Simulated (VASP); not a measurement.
Input of a VASP 6.6.1 run:

Contents of INCAR:

```
PREC = Accurate
ENCUT = 600
EDIFF = 1E-7
ISMEAR = 1
SIGMA = 0.1
LREAL = False
LASPH = True
NELM = 80
ALGO = Normal
ISIF = 2
LWAVE = False
LCHARG = False
METAGGA = R2SCAN
LMIXTAU = True
IBRION = 2
NSW = 40
EDIFFG = -0.01
```

Contents of KPOINTS:

```
regular mesh
0
Gamma
  16 16 16
```

Contents of POSCAR:

```
Mo                                      
1.0
   -1.6077201483      1.6077201483      1.6077201483
    1.6077201483     -1.6077201483      1.6077201483
    1.6077201483      1.6077201483     -1.6077201483
  Mo            
     1
Direct
     0.0000000000000000    0.0000000000000000    0.0000000000000000
```

Potentials or basis: VASP PAW PBE potentials, release 64 (Mo_sv).

Run with:

```sh
$ cat potpaw_PBE.64/Mo_sv/POTCAR > POTCAR
$ mpirun -np 1 vasp_std > vasp.out
```

Question: Estimate the band gap on the k mesh.

Answer: None (metal or under the smearing width).

Final structure:
```
Mo
1.0
    -1.60772    1.60772    1.60772
     1.60772   -1.60772    1.60772
     1.60772    1.60772   -1.60772
Mo
1
Direct
  0.00000 0.00000 0.00000
```

Caveat: the relaxation stopped at its first step, so nothing moved.
